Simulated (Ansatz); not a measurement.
## BaTiO3: opening a crack plane

BaTiO3, Pm-3m, a = 3.994 Å. The structure is a COD entry; whether it is the stable form wasn't checked. Ansatz: r2SCAN, PAW, 500 eV, Γ-centred 7×7×3 mesh on 15 atoms, Gaussian smearing 0.05 eV; no spin polarisation. One cut on (001) per cell of 15 atoms is opened rigidly by x, between planes of Ba+O and O+Ti that stand 2.00 Å apart; y is the energy per area (15.952 Å², 1 eV/Å² = 16.02 J/m²).

| x (Å) | y (J/m²) |
| --- | --- |
| 0.00 | 0.000 |
| 0.25 | 0.241 |
| 0.50 | 0.681 |
| 1.00 | ? |
| 2.00 | 2.220 |
| 3.00 | 2.421 |
| 6.00 | 2.504 |

Q: Fit the universal binding curve y = W[1 − (1 + x/l) e^(−x/l)] to the other rows, give the peak stress, and predict the missing value.

A: Least squares gives W = 2.47 J/m² and l = 0.496 Å. The stress dy/dx peaks at x = l with W/(e l) = 18.3 GPa, for rigid faces. The last row already stands above W and still climbs, so W understates the work of separation. At x = 1.00: x/l = 2.016, y = 1.478 J/m². The run gave 1.472 J/m², so the fit is 0.006 J/m² too high, within the rms miss on the fitted rows (0.024 J/m²).

Symmetry holds off the tilts and polar distortions that many cubic perovskites undergo.

Cost: 8 runs of about 11 core-minutes in all, on Arm Neoverse V1 (shared hosts).

Most of the energy is spent within the first 2.00 Å of opening, where y reaches 2.220 J/m², and the remaining rise to 2.504 J/m² is slow. This fits the loss of short-range bonding: the cut severs the Ti–O bond that runs across the plane, with its Ti 3d–O 2p covalency, along with more ionic Ba–O contacts. With formal charges, the Ba+O and O+Ti planes are each neutral, so parting them doesn't incur the steadily growing electrostatic cost of separating oppositely charged sheets, and the curve can level off.

The universal form captures the overall shape, but its misses are systematic: it lies below the computed energy at small openings, above it at 2.00 and 3.00 Å, and below it again at 6.00 Å. This suggests that a single decay length can't describe both the bond breaking and a weaker, longer-ranged attraction, probably electrostatic, between the unlike faces. Since each cut creates one face of each termination, the work of separation gives only the sum of their surface energies, not which face is the more stable.
